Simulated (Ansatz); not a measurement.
The system is CdS (Hawleyite).

```
CELL_PARAMETERS angstrom
0.00000 2.91650 2.91650
2.91650 0.00000 2.91650
2.91650 2.91650 0.00000
ATOMIC_POSITIONS crystal
Cd 0.00000 0.00000 0.00000
S 0.75000 0.75000 0.75000
```

Base run:

* Program: Ansatz 0.2.0
* Functional: PBE
* Potentials or basis: all-electron PAW datasets made for the crystal
* Cutoff: 260 eV
* Density cutoff: 1040 eV
* k mesh: 6 × 6 × 6
* Occupations: fermi-dirac, width 0.05 eV
* Spin: no spin polarisation

Its results: band gap on the k mesh 1.14 eV, direct.

Question: After a change of settings the same cell gave: band gap on the k mesh 2.81 eV, direct. Which change was it?
A. functional from PBE to HSE06; cutoff from 260 eV to 290 eV; density cutoff from 1040 eV to 1160 eV
B. functional from PBE to PBE0; cutoff from 260 eV to 290 eV; density cutoff from 1040 eV to 1160 eV
C. functional from PBE to HSE06; cutoff from 260 eV to 290 eV; density cutoff from 1040 eV to 1160 eV; k mesh from 6 × 6 × 6 to 4 × 4 × 4
D. potentials or basis from all-electron PAW datasets made for the crystal to all-electron LAPW, relativistic spinors; cutoff from 260 eV to 246 eV; density cutoff from 1040 eV to 986 eV; spin from no spin polarisation to spin-orbit coupling, no magnetisation

Answer: B.

PBE0 gives the wider gap, since exact exchange removes part of the self-interaction.

Not every run made on this cell is shown here.
